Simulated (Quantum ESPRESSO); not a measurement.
BN in Quantum ESPRESSO: the effect of pseudo set

Crystal: BN.

```
N B
1.0
     2.49824    0.00000    0.00000
    -1.24912    2.16354    0.00000
     0.00000    0.00000    6.63570
N B
2 2
Direct
  0.66667 0.33333 0.25000
  0.33333 0.66667 0.75000
  0.66667 0.33333 0.75000
  0.33333 0.66667 0.25000
```

Alike in all runs:

| Item | Value |
| --- | --- |
| Program | Quantum ESPRESSO 7.5 |
| Task | band structure |
| Functional | LDA |
| k mesh | 12 × 12 × 4 |
| Occupations | fermi-dirac, width 0.05 eV |
| Spin | no spin polarisation |

```csv
pseudo set,cutoff,pressure (GPa)
GBRV 1.5 LDA,612 eV,?
JTH 2.0 LDA,680 eV,-3.4
PseudoDojo 0.4.1 SR LDA standard,1143 eV,-2.9
PseudoDojo 0.4.1 SR LDA stringent,1143 eV,-2.9
```

Problem. What does the run with pseudo set GBRV 1.5 LDA give?

Solution. Pressure -2.1 GPa.
